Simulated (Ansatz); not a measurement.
# Structure types of Re at zero pressure (relativity switched off)

Structure types of Re are relaxed in primitive cells with their symmetry kept at 0 GPa, first on PAW files, then by LAPW. The enthalpy is E + pV at zero temperature, without zero-point motion. Only the types listed were tried, and differences under about 5 meV/atom are mesh noise.

Computed with Ansatz 0.2.0; functional PBE, non-relativistic. Settings: Fermi–Dirac smearing of 0.05 eV, no spin polarisation. Methods: LAPW: all electrons, basis error target 0.5 meV/atom.

k meshes: fcc 18×18×18, bcc 19×19×19, hcp 17×17×9.

| start type | ends as | a, b, c (Å) | V (Å³/atom) | H − H(lowest), LAPW (meV/atom) |
| --- | --- | --- | --- | --- |
| fcc | fcc, Fm-3m | 4.010, 4.010, 4.010 | 16.12 | ? |
| bcc | bcc, Im-3m | 3.193, 3.193, 3.193 | 16.28 | ? |
| hcp | hcp, P6_3/mmc | 2.852, 2.852, 4.556 | 16.05 | 0.0 |

Question: Fill in "H − H(lowest), LAPW (meV/atom)" for the row "fcc".

Answer: 78.6.

Question: Fill in "H − H(lowest), LAPW (meV/atom)" for the row "bcc".

Answer: 289.2.
